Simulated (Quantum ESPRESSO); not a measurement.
Write the native input for Quantum ESPRESSO 7.5 that does the following.

```
Task                : relaxation of cell and atoms
Functional          : PBE
Potentials or basis : SSSP 1.3 efficiency PBE
Cutoff              : 857 eV
Density cutoff      : 6884 eV
k mesh              : 11 × 11 × 11
Occupations         : fermi-dirac, width 0.05 eV
Spin                : no spin polarisation
Target pressure     : 10 GPa
Mixing beta         : 0.5
Most SCF iterations : 120
SCF threshold       : 2e-10 Ry
Most ionic steps    : 40
Forc conv thr       : 0.0004 Ry/bohr
Etot conv thr       : 1e-05 Ry
Ion dynamics        : bfgs
Cell dynamics       : bfgs
Press conv thr      : 0.3 kbar
```

The system is Ta.

```
Ta
1.0
    -1.65128    1.65128    1.65128
     1.65128   -1.65128    1.65128
     1.65128    1.65128   -1.65128
Ta
1
Direct
  0.00000 0.00000 0.00000
```

One way to write it, as run:

pw.in

```
&CONTROL
  calculation = 'vc-relax'
  prefix = 'pwscf'
  outdir = './tmp'
  pseudo_dir = './pseudo'
  tprnfor = .true.
  tstress = .true.
  disk_io = 'low'
  nstep = 40
  forc_conv_thr = 0.0004
  etot_conv_thr = 1d-05
/
&SYSTEM
  ibrav = 0
  nat = 1
  ntyp = 1
  ecutwfc = 63
  ecutrho = 506
  nbnd = 12
  occupations = 'smearing'
  smearing = 'fd'
  degauss = 0.00367493
/
&ELECTRONS
  conv_thr = 2d-10
  electron_maxstep = 120
  mixing_beta = 0.5
/
&IONS
  ion_dynamics = 'bfgs'
/
&CELL
  cell_dynamics = 'bfgs'
  press = 100
  press_conv_thr = 0.3
/
ATOMIC_SPECIES
Ta   180.9479 Ta_pbe_v1.uspp.F.UPF
CELL_PARAMETERS angstrom
  -1.6512800000    1.6512800000    1.6512800000
   1.6512800000   -1.6512800000    1.6512800000
   1.6512800000    1.6512800000   -1.6512800000
ATOMIC_POSITIONS angstrom
Ta     0.0000000000    0.0000000000    0.0000000000
K_POINTS automatic
11 11 11 0 0 0
```

Potentials or basis: SSSP 1.3 efficiency PBE.

Launch:

```console
$ OMP_NUM_THREADS=1 pw.x -in pw.in > pw.out
```

Results of the run:

```yaml
Relaxed_volume: 17.40 Å³/atom
Relaxed_cell: a = 2.827 Å, b = 2.827 Å, c = 2.827 Å, α = 109.47°, β = 109.47°, γ = 109.47°
Space_group_after_relaxing_to_0.05_Å: Im-3m (No. 229)
Energy_change_on_relaxing_the_enthalpy_is_what_falls: +23.2 meV/atom
Ionic_steps: 4
Pressure_after_relaxing: 10.0 GPa
Band_gap_on_the_k_mesh: none (metal or under the smearing width)
```

It took 61 s on 1 thread of Arm Neoverse V1, with other jobs on the host, peak memory 0.19 GiB.
